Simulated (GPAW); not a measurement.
# BaTiO3 (R3m) in GPAW: a series of runs

One crystal, BaTiO3, is run at these levels: PBEsol+U; tasks: band structure.

All numbers are computed with GPAW 26.7.0; they aren't measurements. Logs are shortened: lines on timing, memory, paths and dates and some standing lists are left out, and cuts for length are marked. The log counts tension as positive stress, the text compression.

### Step 1. Starting point

The structure is trigonal, space group R3m (No. 160). Conventional cell: a = 5.655 Å, b = 5.655 Å, c = 6.955 Å, α = 90.00°, β = 90.00°, γ = 120.00°. Ba (site symmetry 3m) has 12 O at 2.79 to 2.89 Å as nearest neighbours. Around Ti (site symmetry 3m) lie 6 O at 1.87 to 2.14 Å. Around O (site symmetry m) lie 2 Ti at 1.87 to 2.14 Å.

### Step 2. Band structure, PBEsol+U

run.py

```python
from ase import Atoms
from ase.dft.bandgap import bandgap
from ase.io import write
from ase.units import GPa
from gpaw import GPAW, PW, setup_paths

setup_paths.insert(0, '.')

atoms = Atoms(['Ba', 'Ti', 'O', 'O', 'O'],
              cell=[[2.8273666084, 1.6323808724, 2.3183934932],
                    [-2.8273666084, 1.6323808724, 2.3183934932],
                    [0.0, -3.2647617449, 2.3183934932]],
              scaled_positions=[[0.0, 0.0, 0.0],
                                [0.4845, 0.4845, 0.4845],
                                [0.5086, 0.0175, 0.5086],
                                [0.0175, 0.5086, 0.5086],
                                [0.5086, 0.5086, 0.0175]],
              pbc=True)

calc = GPAW(mode=PW(800),
            xc='PBEsol',
            kpts={'size': (5, 5, 5), 'gamma': True},
            occupations={'name': 'fermi-dirac', 'width': 0.05},
            setups={'Ti': ':d,2.0'},
            nbands=36,
            convergence={'density': 1e-05, 'energy': 1e-05},
            maxiter=150,
            txt='gpaw.txt')
atoms.calc = calc
energy = atoms.get_potential_energy()
forces = atoms.get_forces()
stress = atoms.get_stress()
calc.write('gs.gpw')
write('result.traj', atoms)
print(f'Energy: {energy:.6f} eV')
print('Forces (eV/A):')
print(forces.round(4))
print('Stress (GPa):', (stress / GPa).round(3))
print('Fermi level:', round(calc.get_fermi_level(), 4), 'eV')
print(f'Gap: {bandgap(calc)[0]:.4f} eV, direct: {bandgap(calc, direct=True)[0]:.4f} eV')

path = atoms.cell.bandpath('GLB1,BZGX,QFP1Z,LP', npoints=60, eps=1e-4)
bs_calc = calc.fixed_density(kpts=path, symmetry='off', nbands=53,
                             convergence={'bands': 'CBM+6.0', 'eigenstates': 1e-6}, txt='bands.txt')
bs = bs_calc.band_structure()
bs.write('bs.json')
print(f'Gap on the path: {bandgap(bs_calc)[0]:.4f} eV')
```

Potentials or basis: PAW data sets generated in the run's folder for this functional, pw.

Command:

```bash
$ gpaw-setup -f PBEsol Ba O Ti
$ OMP_NUM_THREADS=1 python run.py
```

gpaw.txt:

```text
__  _  _
 | _ |_)|_||  |
 |__||  | ||/\| - 26.7.0

Input parameters:
  mode=PW(ecut=800.0),
  convergence={'density': 1e-05, 'energy': 1e-05},
  kpts=MonkhorstPack(size=(5, 5, 5), gamma=True),
  maxiter=150,
  nbands=36,
  occupations=Occupations(name='fermi-dirac', width=0.05),
  setups={'Ti': ':d,2.0'},
  xc=XC(name='PBEsol')

Diagonalizing LCAO Hamiltonian
Converting LCAO to pw mode

           Ti
       O      O

           Ba

Atoms  # Å, Bohr magnetons
|   | symbol |         x |         y |        z |    initial magnetic moments |
|---|--------|-----------|-----------|----------|-----------------------------|
| 0 |     Ba |  0.000000 |  0.000000 | 0.000000 | ( 0.0000,  0.0000,  0.0000) |
| 1 |     Ti | -0.000000 | -0.000000 | 3.369785 | ( 0.0000,  0.0000,  0.0000) |
| 2 |      O |  1.388520 | -0.801662 | 2.398842 | ( 0.0000,  0.0000,  0.0000) |
| 3 |      O | -1.388520 | -0.801662 | 2.398842 | ( 0.0000,  0.0000,  0.0000) |
| 4 |      O |  0.000000 |  1.603324 | 2.398842 | ( 0.0000,  0.0000,  0.0000) |

Unit cell  # Å
| periodic |         x |         y |        z |  lengths |    angles |
|----------|-----------|-----------|----------|----------|-----------|
|      yes |  2.827367 |  1.632381 | 2.318393 | 4.004200 | 89.837000 |
|      yes | -2.827367 |  1.632381 | 2.318393 | 4.004200 | 89.837000 |
|      yes |  0.000000 | -3.264762 | 2.318393 | 4.004200 | 89.837000 |

Number of symmetries: 6
Symmetry operations  # r_c * U_cc + t_c -> r_c
|   | kind |            matrix            |
|---|------|------------------------------|
| 0 |  E   |  1, 0, 0,  0, 1, 0,  0, 0, 1 |
| 1 |  σ   |  1, 0, 0,  0, 0, 1,  0, 1, 0 |
| 2 |  σ   |  0, 1, 0,  1, 0, 0,  0, 0, 1 |
| 3 |  C3  |  0, 1, 0,  0, 0, 1,  1, 0, 0 |
| 4 |  C3  |  0, 0, 1,  1, 0, 0,  0, 1, 0 |
| 5 |  σ   |  0, 0, 1,  0, 1, 0,  1, 0, 0 |

BZ-sampling:
  Number of BZ points: 125
  Number of IBZ points: 19

  Monkhorst-Pack size: [5, 5, 5]
  Monkhorst-Pack shift: [0, 0, 0]

K-points  # in reciprocal-cell coordinates
|     |                                coordinates |     weight |
|-----|--------------------------------------------|------------|
|   0 | (  0.00000000,   0.00000000,   0.00000000) | 0.00800000 |
|   1 | (  0.20000000,   0.00000000,  -0.20000000) | 0.04800000 |
|   2 | (  0.20000000,   0.00000000,   0.00000000) | 0.04800000 |
|   3 | (  0.20000000,   0.20000000,  -0.20000000) | 0.04800000 |
|   4 | (  0.20000000,   0.20000000,   0.00000000) | 0.04800000 |
|   5 | (  0.20000000,   0.20000000,   0.20000000) | 0.01600000 |
|   6 | (  0.40000000,  -0.20000000,  -0.20000000) | 0.04800000 |
|   7 | (  0.40000000,   0.00000000,  -0.40000000) | 0.04800000 |
|   8 | (  0.40000000,   0.00000000,  -0.20000000) | 0.09600000 |
|   9 | (  0.40000000,   0.00000000,   0.00000000) | 0.04800000 |
| ... |                                            |            |
|  18 | (  0.40000000,   0.40000000,   0.40000000) | 0.01600000 |

Plane wave coefficients: 3313
Cutoff: 800.0 eV

Spin-components: 1 (collinear spins)
Bands:           36
Projectors:      27
Spin-degeneracy: 2
Datatype:        complex128

Parallelization:
  kpt:    1
  domain: 1
  band:   1

Density:
  Valence electrons: 40.0
  Components: 1
  Grid points: [27 27 27]
  Charge: 0.0  # |e|

Potential:
  Grid points: [27 27 27]

species:
  Ba:
    name:    Barium
    Z:       56.0
    valence: 10
    core:    46
    charge:  0.0  # [|e|]
    compensation charges:
      type: gauss
      rc: 0.37  # [Å]
      lmax: 2
    cutoffs:
      filter: 2.06  # [Å]
      core: 2.33  # [Å]
    projectors
    | kind |    occ | energy [eV] | rcut [Å] |
    |------|--------|-------------|----------|
    |   5s |  2.000 |     -33.673 |    1.164 |
    |   6s |  2.000 |      -3.245 |    1.164 |
    |   5p |  6.000 |     -18.749 |    1.164 |
    |    p |        |       0.000 |    1.164 |
    |    d |        |       0.000 |    1.164 |
    |    d |        |      27.211 |    1.164 |

    Using partial waves for Ba as LCAO basis

  Ti:
    name:    Titanium
    Z:       22.0
    valence: 12
    core:    10
    charge:  0.0  # [|e|]
    Hubbard: {U: 2.0,  # eV
              l: 2,
              scale: True}
    compensation charges:
      type: gauss
      rc: 0.38  # [Å]
      lmax: 2
    cutoffs:
      filter: 2.23  # [Å]
      core: 1.02  # [Å]
    projectors
    | kind |    occ | energy [eV] | rcut [Å] |
    |------|--------|-------------|----------|
    |   3s |  2.000 |     -62.441 |    1.270 |
    |   4s |  2.000 |      -4.477 |    1.270 |
    |   3p |  6.000 |     -38.776 |    1.058 |
    |   4p |  0.000 |      -1.449 |    1.058 |
    |   3d |  2.000 |      -4.275 |    1.058 |
    |    d |        |      22.937 |    1.058 |

    Using partial waves for Ti as LCAO basis

  O:
    name:    Oxygen
    Z:       8.0
    valence: 6
    core:    2
    charge:  0.0  # [|e|]
    compensation charges:
      type: gauss
      rc: 0.21  # [Å]
      lmax: 2
    cutoffs:
      filter: 1.17  # [Å]
      core: 0.83  # [Å]
    projectors
    | kind |    occ | energy [eV] | rcut [Å] |
    |------|--------|-------------|----------|
    |   2s |  2.000 |     -23.808 |    0.688 |
    |   2p |  4.000 |      -8.972 |    0.598 |
    |    s |        |       3.404 |    0.688 |
    |    p |        |      18.239 |    0.598 |
    |    d |        |       0.000 |    0.619 |

    Using partial waves for O as LCAO basis

Reference energy: -250490.376484  # eV

eigensolver:
  PPCG
  Converge bands: occupied
  niter=2

density mixing:
  MSR1-Mixer
  Pratt-step length: 0.05
  Maximum mixing coefficient: 0.75
  Old densities: 10
  SVD Regularization: 0.005
  Good broyden scale: 1.0
  Trust region scale: 1.0
  Backstep threshold: 4.0
  History deletion threshold: 6.0
  Fourier metric: weight=20.0, sigma=0.015

occupation numbers:
  Fermi-Dirac:
    width: 0.0500  # eV

poisson solver:
  ecut: 6400.0  # eV

xc functional:
  name: PBEsol with 2 nearest neighbor stencil

convergence criteria:
- Maximum integral of absolute [dens]ity change: 1e-05 electrons / valence electron
- Maximum [total energy] change in last 3 cyles: 1e-05 eV / valence electron
- Maximum integral of absolute [eigenst]ate change: 4e-08 eV^2 / valence electron
maximum number of iterations: 150

SCF iterations
|iter     | |      energy | eigst |  dens |
|---------|-|-------------|-------|-------|
|iter:   1| |  -45.422208 | +0.28 |       |
|iter:   2| |  -43.787129 | -1.39 | -0.87 |
|iter:   3| |  -40.220746 | -0.90 | -0.95 |
|iter:   4| |  -40.088485 | -2.32 | -1.50 |
|iter:   5| |  -40.074920 | -2.99 | -1.69 |
|iter:   6| |  -40.076687 | -3.72 | -2.04 |
|iter:   7| |  -40.076955 | -4.83 | -2.80 |
|iter:   8| |  -40.076961c| -6.04 | -3.44 |
|iter:   9| |  -40.076962c| -7.51c| -4.02 |
|iter:  10| |  -40.076962c| -8.12c| -5.02c|

Converged in 10 steps
Energy contributions relative to reference atoms: (reference = -250490.376484)

Energy contributions:
  Kinetic:          42.100965
  Coulomb:         -45.214093
  Zero:              0.855676
  External:          0.000000
  Xc:              -37.819510
  Entropy:          -0.000000
  Spinorbit:         0.000000
  ----------------------------
  Free energy:     -40.076962
  Extrapolated:    -40.076962

dipole moment: (-0.000000, 0.000000, -58.848519)  # |e|*Ang

Fermi level: 8.503
Eigenvalues  # (at kpt = [0.000, 0.000, 0.000])
| band index |      eig [eV] | occ [0-2] |
|------------|---------------|-----------|
|          0 |       -49.074 |     2.000 |
|        ... |               |           |
|         12 |         5.243 |     2.000 |
|         13 |         5.243 |     2.000 |
|         14 |         6.208 |     2.000 |
|         15 |         6.208 |     2.000 |
|         16 |         6.434 |     2.000 |
|         17 |         7.026 |     2.000 |
[... 8 lines left out ...]
|         26 |        12.488 |     0.000 |
|         27 |        14.702 |     0.000 |
|        ... |               |           |
|         35 |        26.849 |     0.000 |

Gap: 2.717 eV
Transition (v -> c):
  (s=0, k=18, n=19, [0.40, 0.40, 0.40]) -> (s=0, k=0, n=20, [0.00, 0.00, 0.00])
Direct/indirect transitions are different
Direct gap: 2.993 eV
Transition at: (s=0, k=0, n=19, [0.00, 0.00, 0.00])

Forces  # eV/Ang
|        x |        y |        z |
|----------|----------|----------|
|  0.00000 |  0.00000 | -0.14531 |  # Ba   0
|  0.00000 | -0.00000 |  0.62143 |  # Ti   1
|  0.26838 | -0.15495 | -0.15855 |  # O    2
| -0.26838 | -0.15495 | -0.15855 |  # O    3
| -0.00000 |  0.30990 | -0.15855 |  # O    4

Stress tensor  # eV/Ang^3
|         x |         y |         z |
|-----------|-----------|-----------|
| -0.009300 |  0.000000 |  0.000000 |
| -0.000000 | -0.009300 | -0.000000 |
|  0.000000 | -0.000000 | -0.006525 |

# Writing to gs.gpw (mode='')
```

Run time: 2.2 min. Hardware: 1 thread of Arm Neoverse V2, shared host; peak memory 0.49 GiB.

Results:

* Free energy: -40.0770 eV
* Pressure: 1.3 GPa
* Largest force: 0.621 eV/Å
* Band gap on the k mesh: 2.72 eV, indirect (least direct gap 2.99 eV)
* Band gap along the path: 2.60 eV, indirect (least direct gap 2.97 eV)

Forces on the atoms (eV/Å):
```
Ba   0.000  0.000 -0.145
Ti   0.000  0.000  0.621
O    0.268 -0.155 -0.159
O   -0.268 -0.155 -0.159
O    0.000  0.310 -0.159
```

Levels at the corners of the path, in eV from the valence-band top:
| point | band 16 | band 17 | band 18 | band 19 | band 20 | band 21 | band 22 | band 23 | band 24 | band 25 |
| --- | --- | --- | --- | --- | --- | --- | --- | --- | --- | --- |
| Γ | -1.32 | -1.10 | -0.50 | -0.39 | -0.39 | 2.60 | 2.60 | 2.73 | 4.61 | 4.61 |
| L | -2.11 | -1.69 | -1.64 | -0.97 | -0.86 | 2.80 | 4.08 | 4.18 | 4.57 | 6.23 |
| B1 | -2.35 | -2.31 | -0.02 | -0.02 | 0.00 | 4.65 | 4.81 | 4.81 | 6.53 | 6.53 |
| B | -2.35 | -2.31 | -0.02 | -0.02 | 0.00 | 4.65 | 4.81 | 4.81 | 6.53 | 6.53 |
| Z | -2.35 | -2.31 | -0.02 | -0.02 | 0.00 | 4.65 | 4.81 | 4.81 | 6.53 | 6.53 |
| Γ | -1.32 | -1.10 | -0.50 | -0.39 | -0.39 | 2.60 | 2.60 | 2.73 | 4.61 | 4.61 |
| X | -2.71 | -1.71 | -0.90 | -0.86 | -0.09 | 4.17 | 4.17 | 4.52 | 5.14 | 7.79 |
| Q | -2.71 | -1.71 | -0.90 | -0.86 | -0.09 | 4.17 | 4.17 | 4.52 | 5.14 | 7.79 |
| F | -2.71 | -1.71 | -0.90 | -0.86 | -0.09 | 4.17 | 4.17 | 4.52 | 5.14 | 7.79 |
| P1 | -2.35 | -2.31 | -0.02 | -0.02 | 0.00 | 4.65 | 4.81 | 4.81 | 6.53 | 6.53 |
| Z | -2.35 | -2.31 | -0.02 | -0.02 | 0.00 | 4.65 | 4.81 | 4.81 | 6.53 | 6.53 |
| L | -2.11 | -1.69 | -1.64 | -0.97 | -0.86 | 2.80 | 4.08 | 4.18 | 4.57 | 6.23 |
| P | -2.35 | -2.31 | -0.02 | -0.02 | 0.00 | 4.65 | 4.81 | 4.81 | 6.53 | 6.53 |

Caveat: spin-orbit coupling is left out, which moves the levels of the heavy elements; the mesh misses the band edges, which the band path finds closer together.

### Step 3. Band structure, PBEsol+U

run.py, as its differences from that of step 2:

```diff
@@ -23,3 +23,3 @@
             occupations={'name': 'fermi-dirac', 'width': 0.05},
-            setups={'Ti': ':d,2.0'},
+            setups={'Ti': ':d,3.0'},
             nbands=36,
```

Potentials or basis: PAW data sets generated in the run's folder for this functional, pw.

Command:

```bash
$ gpaw-setup -f PBEsol Ba O Ti
$ OMP_NUM_THREADS=1 python run.py
```

It took 2.2 min on 1 thread of Arm Neoverse V2, shared host; peak memory 0.49 GiB.

Results (log left out):

```yaml
Free_energy: -39.3865 eV
Pressure: 1.9 GPa
Largest_force: 0.841 eV/Å
Band_gap_on_the_k_mesh: 2.84 eV, indirect (least direct gap 3.12 eV)
Band_gap_along_the_path: 2.73 eV, indirect (least direct gap 3.10 eV)
```

Forces on the atoms (eV/Å):
```
Ba   0.000  0.000 -0.149
Ti   0.000  0.000  0.841
O    0.348 -0.201 -0.231
O   -0.348 -0.201 -0.231
O    0.000  0.401 -0.231
```

Stress tensor (GPa, compression positive):
```
2.07 0.00 0.00
0.00 2.07 0.00
0.00 0.00 1.52
```

Levels at the corners of the path, in eV from the valence-band top:
| point | band 17 | band 18 | band 19 | band 20 | band 21 | band 22 | band 23 | band 24 |
| --- | --- | --- | --- | --- | --- | --- | --- | --- |
| Γ | -1.10 | -0.50 | -0.40 | -0.40 | 2.73 | 2.73 | 2.85 | 4.63 |
| L | -1.68 | -1.63 | -0.98 | -0.87 | 2.93 | 4.23 | 4.32 | 4.60 |
| B1 | -2.29 | -0.02 | -0.02 | 0.00 | 4.81 | 4.96 | 4.96 | 6.52 |
| B | -2.29 | -0.02 | -0.02 | 0.00 | 4.81 | 4.96 | 4.96 | 6.52 |
| Z | -2.29 | -0.02 | -0.02 | 0.00 | 4.81 | 4.96 | 4.96 | 6.52 |
| Γ | -1.10 | -0.50 | -0.40 | -0.40 | 2.73 | 2.73 | 2.85 | 4.63 |
| X | -1.75 | -0.91 | -0.86 | -0.09 | 4.31 | 4.32 | 4.67 | 5.16 |
| Q | -1.75 | -0.91 | -0.86 | -0.09 | 4.31 | 4.32 | 4.68 | 5.16 |
| F | -1.75 | -0.91 | -0.86 | -0.09 | 4.31 | 4.32 | 4.68 | 5.16 |
| P1 | -2.29 | -0.02 | -0.02 | 0.00 | 4.81 | 4.96 | 4.96 | 6.52 |
| Z | -2.29 | -0.02 | -0.02 | 0.00 | 4.81 | 4.96 | 4.96 | 6.52 |
| L | -1.68 | -1.63 | -0.98 | -0.87 | 2.93 | 4.23 | 4.32 | 4.60 |
| P | -2.29 | -0.02 | -0.02 | 0.00 | 4.81 | 4.96 | 4.96 | 6.52 |

Caveat: spin-orbit coupling is left out, which moves the levels of the heavy elements; the mesh misses the band edges, which the band path finds closer together.

### Step 4. Band structure, PBEsol+U

run.py, as its differences from that of step 3:

```diff
@@ -23,3 +23,3 @@
             occupations={'name': 'fermi-dirac', 'width': 0.05},
-            setups={'Ti': ':d,3.0'},
+            setups={'Ti': ':d,4.0'},
             nbands=36,
```

Command:

```bash
$ gpaw-setup -f PBEsol Ba O Ti
$ OMP_NUM_THREADS=1 python run.py
```

Wall time 2.3 min (1 thread of Arm Neoverse V2, shared host); peak memory 0.49 GiB.

Results (log left out):

- Free energy: -38.7126 eV
- Pressure: 2.4 GPa
- Largest force: 1.066 eV/Å
- Band gap on the k mesh: 2.98 eV, indirect (least direct gap 3.26 eV)
- Band gap along the path: 2.86 eV, indirect (least direct gap 3.23 eV)

Forces in eV/Å, atoms in the order of the input:
```
Ba   0.000  0.000 -0.154
Ti   0.000  0.000  1.066
O    0.429 -0.248 -0.304
O   -0.429 -0.248 -0.304
O    0.000  0.495 -0.304
```

Stress tensor (GPa, compression positive):
```
2.67 0.00 0.00
0.00 2.67 0.00
0.00 0.00 2.00
```

Levels at the corners of the path, in eV from the valence-band top:
```
point  band 17  band 18  band 19  band 20  band 21  band 22  band 23  band 24
    Γ    -1.10    -0.49    -0.40    -0.40     2.86     2.86     2.97     4.67
    L    -1.67    -1.62    -0.98    -0.89     3.08     4.38     4.48     4.63
   B1    -2.28    -0.02    -0.02     0.00     4.97     5.13     5.13     6.50
    B    -2.28    -0.02    -0.02     0.00     4.97     5.13     5.13     6.50
    Z    -2.28    -0.02    -0.02     0.00     4.97     5.13     5.13     6.50
    Γ    -1.10    -0.49    -0.40    -0.40     2.86     2.86     2.97     4.67
    X    -1.79    -0.91    -0.86    -0.09     4.47     4.47     4.84     5.18
    Q    -1.79    -0.91    -0.86    -0.09     4.47     4.47     4.84     5.18
    F    -1.79    -0.91    -0.86    -0.09     4.47     4.47     4.84     5.18
   P1    -2.28    -0.02    -0.02     0.00     4.97     5.13     5.13     6.50
    Z    -2.28    -0.02    -0.02     0.00     4.97     5.13     5.13     6.50
    L    -1.67    -1.62    -0.98    -0.89     3.08     4.38     4.48     4.63
    P    -2.28    -0.02    -0.02     0.00     4.97     5.13     5.13     6.50
```

Caveat: spin-orbit coupling is left out, which moves the levels of the heavy elements; the mesh misses the band edges, which the band path finds closer together; forces of over 1 eV/Å show positions far from the minimum, so gaps and moduli don't describe the material at rest.

### Step 5. Band structure, PBEsol+U

run.py, as its differences from that of step 4:

```diff
@@ -23,3 +23,3 @@
             occupations={'name': 'fermi-dirac', 'width': 0.05},
-            setups={'Ti': ':d,4.0'},
+            setups={'Ti': ':d,6.0'},
             nbands=36,
```

Command:

```bash
$ gpaw-setup -f PBEsol Ba O Ti
$ OMP_NUM_THREADS=1 python run.py
```

Wall time 2.3 min (1 thread of Arm Neoverse V2, shared host); peak memory 0.49 GiB.

Results (log left out):

```
Free energy             : -37.4156 eV
Pressure                : 3.6 GPa
Largest force           : 1.524 eV/Å
Band gap on the k mesh  : 3.27 eV, indirect (least direct gap 3.56 eV)
Band gap along the path : 3.15 eV, indirect (least direct gap 3.52 eV)
```

Forces on the atoms (eV/Å):
```
Ba   0.000  0.000 -0.162
Ti   0.000  0.000  1.524
O    0.597 -0.345 -0.454
O   -0.597 -0.345 -0.454
O    0.000  0.690 -0.454
```

Stress tensor (GPa, compression positive):
```
3.92 0.00 0.00
0.00 3.92 0.00
0.00 0.00 3.01
```

Levels at the corners of the path, in eV from the valence-band top:
| point | band 17 | band 18 | band 19 | band 20 | band 21 | band 22 | band 23 | band 24 |
| --- | --- | --- | --- | --- | --- | --- | --- | --- |
| Γ | -1.11 | -0.47 | -0.40 | -0.40 | 3.15 | 3.15 | 3.25 | 4.75 |
| L | -1.65 | -1.61 | -0.99 | -0.92 | 3.40 | 4.70 | 4.72 | 4.82 |
| B1 | -2.24 | -0.02 | -0.02 | 0.00 | 5.33 | 5.49 | 5.49 | 6.47 |
| B | -2.24 | -0.02 | -0.02 | 0.00 | 5.33 | 5.49 | 5.49 | 6.47 |
| Z | -2.24 | -0.02 | -0.02 | 0.00 | 5.33 | 5.49 | 5.50 | 6.47 |
| Γ | -1.11 | -0.47 | -0.40 | -0.40 | 3.15 | 3.15 | 3.25 | 4.75 |
| X | -1.88 | -0.92 | -0.87 | -0.09 | 4.82 | 4.82 | 5.20 | 5.24 |
| Q | -1.88 | -0.92 | -0.87 | -0.09 | 4.82 | 4.82 | 5.20 | 5.24 |
| F | -1.88 | -0.92 | -0.87 | -0.09 | 4.82 | 4.82 | 5.20 | 5.24 |
| P1 | -2.24 | -0.02 | -0.02 | 0.00 | 5.33 | 5.49 | 5.49 | 6.47 |
| Z | -2.24 | -0.02 | -0.02 | 0.00 | 5.33 | 5.49 | 5.50 | 6.47 |
| L | -1.65 | -1.61 | -0.99 | -0.92 | 3.40 | 4.70 | 4.72 | 4.82 |
| P | -2.24 | -0.02 | -0.02 | 0.00 | 5.33 | 5.49 | 5.49 | 6.47 |

Caveat: spin-orbit coupling is left out, which moves the levels of the heavy elements; the mesh misses the band edges, which the band path finds closer together; forces of over 1 eV/Å show positions far from the minimum, so gaps and moduli don't describe the material at rest.

(Continued in part 2 of 2.)
